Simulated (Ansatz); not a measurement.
The system is Ta2C.

```
CELL_PARAMETERS angstrom
3.10590 0.00000 0.00000
-1.55295 2.68979 0.00000
0.00000 0.00000 4.94640
ATOMIC_POSITIONS crystal
Ta 0.66667 0.33333 0.74799
Ta 0.33333 0.66667 0.25201
C 0.00000 0.00000 0.00000
```

| Quantity | Value |
| --- | --- |
| Program | Ansatz 0.2.0 |
| Task | relaxation of cell and atoms |
| Functional | PBEsol |
| Potentials or basis | Ansatz PAW |
| Cutoff | 420 eV (not typed: the program's choice for these potentials) |
| k mesh | 10 × 10 × 6 |
| Occupations | fermi-dirac, width 0.05 eV |
| Spin | no spin polarisation |
| Hubbard terms | Ta d U = 8 eV |

At the start: volume 13.77 Å³/atom.

Problem. How do energy, volume and symmetry change on relaxing?

Solution. It ends after 6 steps and the volume is 13.89 Å³/atom (+0.9 %); space group P-3m1 (No. 164, to 0.05 Å).

The path:
| step | energy change (eV) | largest force (eV/Å) | volume (Å³) |
| --- | --- | --- | --- |
| 1 | 0.0000 | 0.4716 | 41.32 |
| 2 | -0.0060 | 0.3787 | 41.44 |
| 3 | -0.0111 | 0.0556 | 41.91 |
| 4 | -0.0127 | 0.0157 | 41.66 |
| 5 | -0.0127 | 0.0009 | 41.68 |
| 6 | -0.0131 | 0.0005 | 41.68 |

Final structure:
```yaml
crystal:
  lattice:
    - [3.12240, 0.00000, 0.00000]
    - [-1.56120, 2.70408, 0.00000]
    - [0.00000, 0.00000, 4.93643]
  atoms:
    - { symbol: Ta, position: [0.66667, 0.33333, 0.74398] }
    - { symbol: Ta, position: [0.33333, 0.66667, 0.25602] }
    - { symbol: C, position: [0.00000, 0.00000, 0.00000] }
```

Caveat: the plane-wave basis is chosen anew once the cell has moved, so the energies of steps on either side of that aren't comparable; U without spin polarisation on a metal has little footing; the PAW data sets come from PBE, with cores solved anew for the run's functional, which leaves a small shift of forces and pressure; the U is typed as a test and isn't derived for this compound.
